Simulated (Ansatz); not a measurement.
Consider the ligand exchange at the Si–C bond: `FC(F)(F)[SiH3]` + `C=C[SiH2]N` → `C=C[SiH2]N[SiH3]` + `FC(F)F`.

Gas-phase electronic energies from Ansatz, PBE0-D4/def2-TZVP geometries. CCSD(T)/CBS is the MP2 limit (def2-TZVPP, def2-QZVPP) plus CCSD(T) − MP2 in def2-TZVPP, frozen cores. This one scheme is used for every species. Functionals use def2-TZVPP. Each species was taken in one conformer, which may not be the lowest.

(1) Is it downhill or uphill in electronic energy at CCSD(T)/CBS, and by how much? (Best estimate.)

(2) What do these levels give: r2SCANh-D4, BHLYP-D4, CAM-B3LYP-D4, PBE-QIDH, r2SCANh, BHLYP, CCSD(T)/def2-SVP, MP2/def2-TZVPP, SCS-MP2/def2-TZVPP, HF/def2-QZVPP, SCS-MP2/def2-QZVPP, HF/CBS(def2)? (Estimate.)

Largest T1 diagnostic among the species: 0.013.

## Answers

(1) Ansatz gave: Downhill: ΔE = -91.2 kJ/mol.

(2) Ansatz gave: r2SCANh-D4 -86.7, BHLYP-D4 -97.0, CAM-B3LYP-D4 -87.3, PBE-QIDH -95.9, r2SCANh -85.8, BHLYP -93.4, CCSD(T)/def2-SVP -94.1, MP2/def2-TZVPP -100.7, SCS-MP2/def2-TZVPP -100.0, HF/def2-QZVPP -106.2, SCS-MP2/def2-QZVPP -98.3, HF/CBS(def2) -106.3 kJ/mol.

From PBE to PBE0 (25 % exact exchange), in def2-TZVPP and without D4, ΔE moves by −10.0 kJ/mol. Leaving LDA and LC-ωPBE aside and taking each functional with its dispersion term where it has one, the values, not all of them listed here, spread over 20.3 kJ/mol, from BHLYP-D4 to PBE-D4. In def2-TZVPP, CCSD(T) changes the Hartree–Fock value by +10.4 kJ/mol (the triples alone add +1.6 kJ/mol) and MP2 by +4.6 kJ/mol.
